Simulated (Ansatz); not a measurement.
**PbF2: the cell at several levels of theory**

One table from this session's results is given with a row withheld; the runs are named, their logs left out.

The runs shown are made with Ansatz 0.2.0. PAW datasets, plane waves, zero pressure. Calculated at 0 K for a non-magnetic cell.

### Starting point

This is the cell as the run starts from it, not yet at rest; its lengths are not the crystal's.

Space group Fm-3m (No. 225), cubic; conventional cell a = 4.812 Å, 9.28 Å³ an atom. Around Pb lie 8 F at 2.08 Å; around F lie 4 Pb at 2.08 Å.

Coordinates:

```cif
data_structure
_symmetry_space_group_name_H-M 'Fm-3m'
_symmetry_Int_Tables_number 225
_cell_length_a 4.8118
_cell_length_b 4.8118
_cell_length_c 4.8118
_cell_angle_alpha 90.000
_cell_angle_beta 90.000
_cell_angle_gamma 90.000
_cell_volume 111.41
loop_
_atom_site_label
_atom_site_type_symbol
_atom_site_symmetry_multiplicity
_atom_site_Wyckoff_symbol
_atom_site_fract_x
_atom_site_fract_y
_atom_site_fract_z
_atom_site_occupancy
Pb1 Pb 4 a 0.00000 0.00000 0.00000 1
F1 F 8 c 0.25000 0.75000 0.75000 1
```

Set-up of the first run:

input.yaml

```yaml
crystal:
  lattice:
    - [0.0, 2.4059029803, 2.4059029803]
    - [2.4059029803, 0.0, 2.4059029803]
    - [2.4059029803, 2.4059029803, 0.0]
  atoms:
    - { symbol: Pb, position: [0.0, 0.0, 0.0] }
    - { symbol: F, position: [0.25, 0.25, 0.25] }
    - { symbol: F, position: [0.75, 0.75, 0.75] }
kpoints:
  mp_grid: { grid: [8, 8, 8] }
hamiltonian:
  xc: pbe
scf:
  occupations: { method: fermi_dirac, width: 0.02 }
relax:
  f_tol: 0.005
  cell: {}
output:
  write_density: true
  write_potential: true
  elf: true
  volumetric_format: npy
```

Launch:

```console
ansatz run input.yaml --threads 4 --pin off --max-ram 7372MiB --backend cpu --events-out ev --progress --plain --runs-dir out
```

Steps of the session up to this table: PBE: cell and atoms; Relaxing with r2SCAN; Relaxation with PBEsol; Relaxing with LDA; Relaxing with HSE06.

One table of the session follows, with a row left open; its other results are not shown here.

```
 level  a (Å)  volume (Å³/atom)
   PBE  6.001            18.006
r2SCAN  5.921            17.297
PBEsol  5.899            17.106
   LDA  5.812            16.361
 HSE06      ?                 ?
```

Q: Estimate the row for HSE06 from the others.

The run gave: a (Å): 5.953; volume (Å³/atom): 17.577. In the column «a (Å)» it lies between r2SCAN (5.921) and PBE (6.001).

The volume runs from LDA (least) to PBE (most), a spread of 10.1 %, or 3.2 % in length if all axes shared it alike. The meshes differ: PBE 8×8×8, r2SCAN 6×6×6, PBEsol 6×6×6, LDA 6×6×6, HSE06 4×4×4.
